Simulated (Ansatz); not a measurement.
## Structures of MgGe2: which is lowest?

Plane-wave DFT in Ansatz with scalar-relativistic PAW potentials, cutoff 420 eV, Γ-centred meshes chosen by cell and gap, Gaussian smearing with energies taken to zero width. Every cell was relaxed (cell and atoms) in a run of its own, within the symmetry of its start. Functional: PBE.

Relaxed structures (starts from databases or built by putting these elements on another compound's sites):
A. R-3m, 3 atoms in the computed cell, a = 3.978 Å, c = 14.117 Å; sites (symmetry × multiplicity) Mg -3m × 3, Ge 3m × 6; start: built
B. P4_2/mnm, 6 atoms in the computed cell, a = 7.226 Å, c = 2.835 Å; sites (symmetry × multiplicity) Mg m.mm × 2, Ge m.2m × 4; start: built

Q: Rank them by energy. Could pressure change the order?

A:
```tsv
structure	group	E − E(lowest) (meV/atom)	V (Å³/atom)	gap on mesh (eV)
A	R-3m	0.0	21.50	0.00
B	P4_2/mnm	479	24.67	0.00
```

A is lowest, 479 meV/atom under B. The lowest is also the densest of these, so pressure wouldn't bring one of the others in at first order. Other structures may lie lower than all of these, and vibrations aren't counted.